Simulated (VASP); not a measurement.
# Ge2H in VASP: relaxation of the atoms with LDA

Aim: the relaxation of the atoms of Ge2H with LDA.

Everything below comes from runs of VASP 6.6.1. Logs are shortened: lines on timing, memory, paths and dates and some standing lists are left out, and cuts for length are marked.

## (1) Starting point

The cell holds a slab with vacuum, 36 atoms: a = 7.955 Å, b = 7.955 Å, c = 24.212 Å, α = 90.00°, β = 90.00°, γ = 90.00°.

## (2) Relaxation of the atoms, LDA

The input, INCAR:

```
PREC = Accurate
ENCUT = 300
EDIFF = 1E-7
ISMEAR = 0
SIGMA = 0.03
LREAL = False
LASPH = True
NELM = 80
ALGO = Normal
ISIF = 2
LWAVE = False
LCHARG = False
IBRION = 2
NSW = 40
EDIFFG = -0.01
KPAR = 4
```

The input, KPOINTS:

```
regular mesh
0
Gamma
  4 4 1
```

The input, POSCAR:

```
Ge2H
1.0
    7.9549512900      0.0000000000      0.0000000000
    0.0000000000      7.9549512900      0.0000000000
    0.0000000000      0.0000000000     24.2116819000
Ge H
24 12
Selective dynamics
Direct
    0.0000000000      0.0953793200      0.6295176800  T T T
    0.0000000000      0.4046206800      0.6295176800  T T T
    0.5000000000      0.0953793200      0.6295176800  T T T
    0.5000000000      0.4046206800      0.6295176800  T T T
    0.2500000000      0.0000000000      0.5817618100  T T T
    0.2500000000      0.5000000000      0.5817618100  T T T
    0.7500000000      0.0000000000      0.5817618100  T T T
    0.7500000000      0.5000000000      0.5817618100  T T T
    0.2500000000      0.2500000000      0.5236803400  T T T
    0.2500000000      0.7500000000      0.5236803400  T T T
    0.7500000000      0.2500000000      0.5236803400  T T T
    0.7500000000      0.7500000000      0.5236803400  T T T
    0.0000000000      0.2500000000      0.4655988800  T T T
    0.0000000000      0.7500000000      0.4655988800  T T T
    0.5000000000      0.2500000000      0.4655988800  T T T
    0.5000000000      0.7500000000      0.4655988800  T T T
    0.0000000000      0.0000000000      0.4075174100  T T T
    0.0000000000      0.5000000000      0.4075174100  T T T
    0.5000000000      0.0000000000      0.4075174100  T T T
    0.5000000000      0.5000000000      0.4075174100  T T T
    0.2500000000      0.0000000000      0.3494359400  F F F
    0.2500000000      0.5000000000      0.3494359400  F F F
    0.7500000000      0.0000000000      0.3494359400  F F F
    0.7500000000      0.5000000000      0.3494359400  F F F
    0.2500000000      0.1545322800      0.3097678200  F F F
    0.2500000000      0.8454677200      0.3097678200  F F F
    0.2500000000      0.6545322800      0.3097678200  F F F
    0.2500000000      0.3454677200      0.3097678200  F F F
    0.7500000000      0.1545322800      0.3097678200  F F F
    0.7500000000      0.8454677200      0.3097678200  F F F
    0.7500000000      0.6545322800      0.3097678200  F F F
    0.7500000000      0.3454677200      0.3097678200  F F F
    0.0000000000      0.0325253800      0.6902321800  T T T
    0.0000000000      0.4674746200      0.6902321800  T T T
    0.5000000000      0.0325253800      0.6902321800  T T T
    0.5000000000      0.4674746200      0.6902321800  T T T
```

Potentials or basis: VASP PAW LDA potentials, release 64 (Ge, H).

The run is started by

```
> cat potpaw_LDA.64/Ge/POTCAR potpaw_LDA.64/H/POTCAR > POTCAR
> mpirun -np 4 vasp_std > vasp.out
```

OUTCAR:

```text
PREC = Accurate
   ENCUT = 300
   EDIFF = 1E-7
   ISMEAR = 0
   LREAL = False
   LASPH = True
   NELM = 80
   ISIF = 2
   IBRION = 2
   NSW = 40
   EDIFFG = -0.01

 ion  position               nearest neighbor table
   1  0.000  0.095  0.630-  33 1.55   7 2.42   5 2.42   2 2.46
   2  0.000  0.405  0.630-  34 1.55   8 2.42   6 2.42   1 2.46
   3  0.500  0.095  0.630-  35 1.55   7 2.42   5 2.42   4 2.46
   4  0.500  0.405  0.630-  36 1.55   8 2.42   6 2.42   3 2.46
   5  0.250  0.000  0.582-   1 2.42   3 2.42   9 2.44  10 2.44
   6  0.250  0.500  0.582-   2 2.42   4 2.42   9 2.44  10 2.44
[... 16 lines left out ...]
  23  0.750  0.000  0.349-  29 1.56  30 1.56  17 2.44  19 2.44
  24  0.750  0.500  0.349-  31 1.56  32 1.56  18 2.44  20 2.44
  25  0.250  0.155  0.310-  21 1.56
  26  0.250  0.845  0.310-  21 1.56
  27  0.250  0.655  0.310-  22 1.56
  28  0.250  0.345  0.310-  22 1.56
  29  0.750  0.155  0.310-  23 1.56
  30  0.750  0.845  0.310-  23 1.56
  31  0.750  0.655  0.310-  24 1.56
  32  0.750  0.345  0.310-  24 1.56
  33  0.000  0.033  0.690-   1 1.55
  34  0.000  0.467  0.690-   2 1.55
  35  0.500  0.033  0.690-   3 1.55
  36  0.500  0.467  0.690-   4 1.55

  LATTYP: Found a simple tetragonal cell.
 ALAT       =     7.9549512900
 C/A-ratio  =     3.0435990137

  Lattice vectors:

 A1 = (   7.9549512900,   0.0000000000,   0.0000000000)
 A2 = (   0.0000000000,   7.9549512900,   0.0000000000)
 A3 = (   0.0000000000,   0.0000000000,  24.2116819000)

Analysis of symmetry for initial positions (statically):
=====================================================================
 Subroutine PRICEL returns following result:

  LATTYP: Found a simple orthorhombic cell.
 ALAT       =     3.9774756450
 B/A-ratio  =     2.0000000000
 C/A-ratio  =     6.0871980273
[... 12 lines left out ...]
 Subroutine GETGRP returns: Found  4 space group operations
 (whereof  2 operations were pure point group operations)
 out of a pool of 16 trial point group operations.

The static configuration has the point symmetry C_1h.
 The point group associated with its full space group is C_2v.

Analysis of symmetry for dynamics (positions and initial velocities):
=====================================================================
 Subroutine PRICEL returns following result:

  LATTYP: Found a simple orthorhombic cell.
 ALAT       =     3.9774756450
 B/A-ratio  =     2.0000000000
 C/A-ratio  =     6.0871980273
[... 12 lines left out ...]
 Subroutine GETGRP returns: Found  4 space group operations
 (whereof  2 operations were pure point group operations)
 out of a pool of 16 trial point group operations.

The dynamic configuration has the point symmetry C_1h.
 The point group associated with its full space group is C_2v.

Analysis of constrained symmetry for selective dynamics:
=====================================================================
 Subroutine PRICEL returns following result:

  LATTYP: Found a simple orthorhombic cell.
 ALAT       =     3.9774756450
 B/A-ratio  =     2.0000000000
 C/A-ratio  =     6.0871980273
[... 12 lines left out ...]
 Subroutine GETGRP returns: Found  4 space group operations
 (whereof  2 operations were pure point group operations)
 out of a pool of 16 trial point group operations.

The constrained configuration has the point symmetry C_1h.
 The point group associated with its full space group is C_2v.

 Subroutine INISYM returns: Found  4 space group operations
 (whereof  2 operations are pure point group operations),
 and found     2 'primitive' translations

----------------------------------------------------------------------------------------

                                     Primitive cell

  volume of cell :     766.0727

  direct lattice vectors                    reciprocal lattice vectors
     3.977475645  0.000000000  0.000000000     0.251415744  0.000000000  0.000000000
     0.000000000  7.954951290  0.000000000     0.000000000  0.125707872  0.000000000
     0.000000000  0.000000000 24.211681900     0.000000000  0.000000000  0.041302376

  length of vectors
     3.977475645  7.954951290 24.211681900     0.251415744  0.125707872  0.041302376
[... 61 lines left out ...]
     0.000000000  0.000000000  0.000000000

 Subroutine IBZKPT returns following result:
 ===========================================

 Found      9 irreducible k-points:

 Following reciprocal coordinates:
            Coordinates               Weight
  0.000000  0.000000  0.000000      1.000000
  0.250000  0.000000  0.000000      2.000000
  0.000000  0.250000  0.000000      2.000000
  0.500000  0.000000  0.000000      1.000000
  0.000000  0.500000  0.000000      1.000000
  0.250000  0.250000  0.000000      4.000000
  0.500000  0.250000  0.000000      2.000000
 -0.250000  0.500000  0.000000      2.000000
  0.500000  0.500000  0.000000      1.000000
   k-points           NKPTS =      9   k-points in BZ     NKDIM =      9   number of bands    NBANDS=     73
   number of dos      NEDOS =    301   number of ions     NIONS =     36
   total plane-waves  NPLWV = 322560
   dimension x,y,z NGX =    48 NGY =   48 NGZ =  140
   dimension x,y,z NGXF=    96 NGYF=   96 NGZF=  280
   ions per type =              24  12
   NGX,Y,Z   is equivalent  to a cutoff of  10.03, 10.03,  9.61 a.u.
   NGXF,Y,Z  is equivalent  to a cutoff of  20.06, 20.06, 19.23 a.u.
 SYSTEM =  unknown system
   PREC   = accura    normal or accurate (medium, high low for compatibility)
   ISTART =      0    job   : 0-new  1-cont  2-samecut
   ICHARG =      2    charge: 1-file 2-atom 10-const
   ISPIN  =      1    spin polarized calculation?
   LNONCOLLINEAR =      F non collinear calculations
   LSORBIT =      F    spin-orbit coupling
   LASPH  =      T    aspherical Exc in radial PAW
   ENCUT  =  300.0 eV  22.05 Ry    4.70 a.u.  11.23 11.23 34.19*2*pi/ulx,y,z
   NELM   =     80;   NELMIN=  2; NELMDL= -5     # of ELM steps
   EDIFF  = 0.1E-06   stopping-criterion for ELM
   LREAL  =      F    real-space projection
   EDIFFG = -.1E-01   stopping-criterion for IOM
   NSW    =     40    number of steps for IOM
   IBRION =      2    ionic relax: 0-MD 1-quasi-New 2-CG
   NFREE  =      1    steps in history (QN), initial steepest desc. (CG)
   ISIF   =      2    stress and relaxation
   ISYM   =      2    0-nonsym 1-usesym 2-fastsym
   POTIM  = 0.5000    time-step for ionic-motion
   TEBEG  =    0.0;   TEEND  =   0.0 temperature during run
   PSTRESS=    0.0 pullay stress
   NELECT =     108.0000    total number of electrons
   NUPDOWN=      -1.0000    fix difference up-down
   EMIN   =  10.00;   EMAX   =-10.00  energy-range for DOS
   EFERMI =   0.00;   METHOD = LEGACY
   ISMEAR =     0;   SIGMA  =   0.03  broadening in eV -4-tet -1-fermi 0-gaus
   EFERMI_NEDOS =   21; number of points for ismear=-14 and -15
   IALGO  =     38    algorithm
   IMIX   =      4    mixing-type and parameters
     AMIX     =   0.40;   BMIX     =  1.00
     AMIX_MAG =   1.60;   BMIX_MAG =  1.00
  volume/ion in A,a.u.               =      42.56       287.21
  Fermi-wavevector in a.u.,A,eV,Ry     =   0.676264  1.277953  6.222388  0.457333
  Thomas-Fermi vector in A             =   1.753525
   LORBIT       =      0    0 simple, 1 ext, 2 COOP (PROOUT), +10 PAW based schemes
   GGA     = CA    functional components
   LHFCALC =     F    Hartree Fock is set to
   AEXX    =    0.0000 exact exchange contribution
   IVDW    =     0    specifies the selected vdW correction
   LEPSILON=     F    determine dielectric tensor
   LRPA    =     F    only Hartree local field effects (RPA)
 conjugate gradient relaxation of ions
 non-spin polarized calculation
 Gauss-broadening in eV      SIGMA  =   0.03
  energy-cutoff  :      300.00
  volume of cell :     1532.15
 maximum number of plane-waves:     18112
 NGX is ok and might be reduce to    48
   NGX = 23   NGY = 23   NGZ = 69

--------------------------------------- Ionic step        1  -------------------------------------------

 number of electron     108.0000017 magnetization

 Free energy of the ion-electron system (eV)
  ---------------------------------------------------
  ext. energy  EPLUGINS =         0.00000000
  ---------------------------------------------------
  free energy    TOTEN  =      -160.36729064 eV

  energy without entropy =     -160.36729064  energy(sigma->0) =     -160.36729064

------------------------ aborting loop because EDIFF is reached ----------------------------------------

  FORCE on cell =-STRESS in cart. coord.  units (eV):
  Direction    XX          YY          ZZ          XY          YZ          ZX
  --------------------------------------------------------------------------------------
  -------------------------------------------------------------------------------------
  Total        0.5477989      2.4829263      0.5161323      0.0000000      0.0000000      0.0000000
  in kB        0.5728379      2.5964167      0.5397238      0.0000000      0.0000000      0.0000000
  external PRESSURE =       1.2363262 kB  Pullay stress =       0.0000000 kB
[... 191 lines left out ...]
  FREE ENERGIE OF THE ION-ELECTRON SYSTEM (eV)
  ---------------------------------------------------
  free  energy   TOTEN  =      -160.5338449342 eV

  energy  without entropy=     -160.5338449342  energy(sigma->0) =     -160.53384493

[... ionic steps 4 to 22 ...]

--------------------------------------- Ionic step       23  -------------------------------------------

 number of electron     108.0000008 magnetization

------------------------ aborting loop because EDIFF is reached ----------------------------------------
[... 135 lines left out ...]
--------------------------------------- Ionic step       25  -------------------------------------------

 number of electron     108.0000008 magnetization

 Free energy of the ion-electron system (eV)
  ---------------------------------------------------
  ext. energy  EPLUGINS =         0.00000000
  ---------------------------------------------------
  free energy    TOTEN  =      -160.71035290 eV

  energy without entropy =     -160.71035290  energy(sigma->0) =     -160.71035290

 E-fermi :  -1.7267     XC(G=0):  -4.2015

 val. band max:       -1.8975772509   @ k =   0.0000   0.5000   0.0000
 cond. band min:      -0.9415332559   @ k =   0.0000   0.0000   0.0000
 fundamental gap:      0.9560439950
 Fermi energy:        -1.7266948776

 k-point     1 :       0.0000    0.0000    0.0000
  band No.  band energies     occupation
      1     -13.9823      2.00000
      2     -13.2066      2.00000
      3     -12.2432      2.00000
      4     -12.2235      2.00000
      5     -12.1956      2.00000
      6     -12.1941      2.00000
[... 610 lines left out ...]
     65       1.4141      0.00000
     66       1.4141      0.00000
 [bands above 66 left out]

------------------------ aborting loop because EDIFF is reached ----------------------------------------

  FORCE on cell =-STRESS in cart. coord.  units (eV):
  Direction    XX          YY          ZZ          XY          YZ          ZX
  --------------------------------------------------------------------------------------
  -------------------------------------------------------------------------------------
  Total       -0.1589140      1.8660929     -2.6751790      0.0000000      0.0000000      0.0000000
  in kB       -0.1661777      1.9513889     -2.7974570      0.0000000      0.0000000      0.0000000
  external PRESSURE =      -0.3374153 kB  Pullay stress =       0.0000000 kB
[... 51 lines left out ...]
  FREE ENERGIE OF THE ION-ELECTRON SYSTEM (eV)
  ---------------------------------------------------
  free  energy   TOTEN  =      -160.7103528963 eV

  energy  without entropy=     -160.7103528963  energy(sigma->0) =     -160.71035290

 reached required accuracy - stopping structural energy minimisation
```

It took 83 min on 4 MPI ranks of Intel Xeon Platinum 8259CL at 2.50GHz (Skylake/Cascade Lake), shared host; peak memory 0.75 GiB.

Results:

| Quantity | Value |
| --- | --- |
| Free energy | -160.7104 eV |
| Energy gained by relaxing | 9.5 meV/atom |
| Ionic steps | 25 |
| Band gap on the k mesh | 0.96 eV |

The path:
```tsv
step	energy change (eV)	largest force (eV/Å)	pressure (GPa)
1	0.0000	0.8665	0.12
2	-0.1318	0.3836	0.13
3	-0.1666	0.5418	0.15
4	-0.2516	0.3643	0.09
5	-0.2612	0.3984	0.07
6	-0.3036	0.3664	0.06
7	-0.3043	0.3753	0.06
8	-0.3254	0.4210	0.03
9	-0.3281	0.4451	0.02
10	-0.3346	0.4427	0.01
11	-0.3354	0.4419	0.01
12	-0.3388	0.4354	0.01
13	-0.3395	0.4308	0.00
14	-0.3411	0.4085	0.01
15	-0.3411	0.4076	0.01
16	-0.3413	0.3943	0.01
17	-0.3415	0.3997	0.01
18	-0.3418	0.3982	0.01
19	-0.3421	0.3947	0.00
20	-0.3422	0.3946	-0.01
21	-0.3426	0.3944	-0.01
22	-0.3430	0.3941	-0.03
23	-0.3426	0.3933	-0.05
24	-0.3430	0.3938	-0.03
25	-0.3431	0.3906	-0.03
```

Final structure:
```
Ge H
1.0
     7.95495    0.00000    0.00000
     0.00000    7.95495    0.00000
     0.00000    0.00000   24.21168
Ge H
24 12
Cartesian
  7.9550 0.7483 15.3211
  0.0000 3.2292 15.3211
  3.9775 0.7483 15.3211
  3.9775 3.2292 15.3211
  1.9887 0.1134 14.0694
  1.9887 3.8641 14.0694
  5.9662 0.1134 14.0694
  5.9662 3.8641 14.0694
  1.9887 1.9887 12.5193
  1.9887 5.9662 12.7821
  5.9662 1.9887 12.5193
  5.9662 5.9662 12.7821
  0.0000 1.9887 11.1604
  7.9550 5.9662 11.3277
  3.9775 1.9887 11.1604
  3.9775 5.9662 11.3277
  0.0000 7.9236 9.8357
  0.0000 4.0088 9.8357
  3.9775 7.9236 9.8357
  3.9775 4.0088 9.8357
  1.9887 0.0000 8.4604
  1.9887 3.9775 8.4604
  5.9662 0.0000 8.4604
  5.9662 3.9775 8.4604
  1.9887 1.2293 7.5000
  1.9887 6.7257 7.5000
  1.9887 5.2068 7.5000
  1.9887 2.7482 7.5000
  5.9662 1.2293 7.5000
  5.9662 6.7257 7.5000
  5.9662 5.2068 7.5000
  5.9662 2.7482 7.5000
  0.0000 0.2087 16.7809
  0.0000 3.7688 16.7809
  3.9775 0.2087 16.7809
  3.9775 3.7688 16.7809
```

Caveat: the cutoff is under 1.25 times the usual one of these potentials, so pressure, stress and relaxed cells hold a basis-set (Pulay) error.
